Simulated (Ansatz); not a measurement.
## CoO: how the energy converges with the cutoff

CoO, R3m, a = 3.204 Å, c = 7.699 Å. This isn't the usual stable structure of the compound. Ansatz: PBE, PAW, cutoff varied, Γ-centred 12×12×12 mesh on 4 atoms, Gaussian smearing 0.01 eV; collinear spin, largest moment 2.1 μB, opposite moments cancel in the cell. Single points at one geometry, the cutoff alone changed; ΔE is the energy at zero smearing over the run at 850 eV. The run at 150 eV ended in another magnetic state and is left out. The runs up to 380 eV lie under the cutoff recommended for these PAW datasets.

```tsv
cutoff (eV)	ΔE (meV/atom)
200	13547.67
250	2768.74
300	519.41
350	75.25
380	23.27
420	6.46
460	2.86
520	1.45
600	0.75
700	?
```

Question: Assume ΔE falls exponentially with the cutoff, fit y = ln ΔE against x, the cutoff in eV, to the other rows, and predict the missing value.

Answer: y = 9.514, 7.926, 6.253, 4.321, 3.147, 1.866, 1.051, 0.372, -0.288. Means x = 386.7, y = 3.7958; Σ(Δx)² = 132200, ΣΔxΔy = -3453; the slope is their ratio. y = 13.90 − 0.02612 x, a factor of ten per 88 eV. At 700 eV this gives ΔE = 0.01 meV/atom. The run gave 0.30, a ratio of 0.03. Between neighbouring rows the decay runs from a factor of ten per 59 eV to one per 279 eV, so one exponential is only a rough guide.